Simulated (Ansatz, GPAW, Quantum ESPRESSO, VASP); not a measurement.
**Hf: programs and potentials compared**

```
Hf
1.0
     3.19670    0.00000    0.00000
    -1.59835    2.76842    0.00000
     0.00000    0.00000    5.05780
Hf
2
Direct
  0.66667 0.33333 0.75000
  0.33333 0.66667 0.25000
```

Alike in all runs: task band structure; functional LDA; k mesh 10 × 10 × 5; occupations fermi-dirac, width 0.05 eV; no spin polarisation; no spin-orbit coupling. LDA stands for any of its common fits. Pressure is positive in compression and, in plane waves, holds the error of the finite cutoff, which Ansatz's Pulay term estimates and takes out.

| program and potentials | plane-wave cutoff (eV) | notes | pressure (GPa) |
| --- | --- | --- | --- |
| Ansatz, Ansatz PAW | 420 | potentials made for PBE, which Ansatz adapts in part; 26 valence electrons an atom on average; Pulay term of +0.03 GPa included | -7.81 |
| GPAW, the program's PAW data sets (release 1.2.1) made for this functional | 600 | 12 valence electrons an atom on average | ? |
| Quantum ESPRESSO, PseudoDojo 0.4.1 SR LDA standard | 789 | 12 valence electrons an atom on average | -8.87 |
| Ansatz, all-electron LAPW, scalar-relativistic | - | - | -7.78 |
| VASP, LDA PAW files Hf_pv, 520 eV | 520 | 10 valence electrons an atom on average | -7.79 |

Q: Estimate from the other rows what the run with GPAW, the program's PAW data sets (release 1.2.1) made for this functional gave.

A: Pressure -7.53 GPa. The other rows, which needn't bracket it: pressure -8.87 to -7.78.
